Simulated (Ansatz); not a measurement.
## I under changes of volume

One of the cells (40.553 Å³/atom); the others are scaled copies at fixed shape and fractional positions:

```
I
1.0
     0.00000    2.36560    3.90984
     2.19225    0.00000    3.90984
     2.19225    2.36560    0.00000
I
1
Direct
  0.00000 0.00000 0.00000
```

- Program: Ansatz 0.2.0
- Functional: PBE
- Potentials or basis: Ansatz PAW earlier set
- Cutoff: 520 eV (not typed: the program's choice for these potentials)
- k mesh: 9 × 9 × 9
- Occupations: fermi-dirac, width 0.05 eV
- Spin: no spin polarisation

```csv
volume (Å³/atom),energy over the lowest point (meV/atom),pressure (GPa)
38.120,21.43,2.4
38.931,11.34,1.7
39.742,?,?
40.553,1.00,0.5
41.364,0.00,0.0
42.175,1.35,-0.5
42.986,4.78,-0.8
```

Q: What does the run at 39.742 Å³/atom give?

A: Energy over the lowest point 4.66 meV/atom; pressure 1.0 GPa.

Worked out: A Birch-Murnaghan fit of order 3 (a polynomial in V^(-2/3)) to the other rows has its minimum at 41.29 Å³/atom with B0 = V·E''(V) = 24 GPa and B' = 5.3 at fixed shape and positions, which overstates the stiffness. It gives 4.66 meV/atom at 39.742 Å³/atom, against the run's 4.66, and -dE/dV = 1.0 GPa, against 1.0.

Energies are extrapolated to zero smearing.

Caveats: an odd number of electrons without spin polarisation forces a metal; a magnetic or distorted state may lie lower.
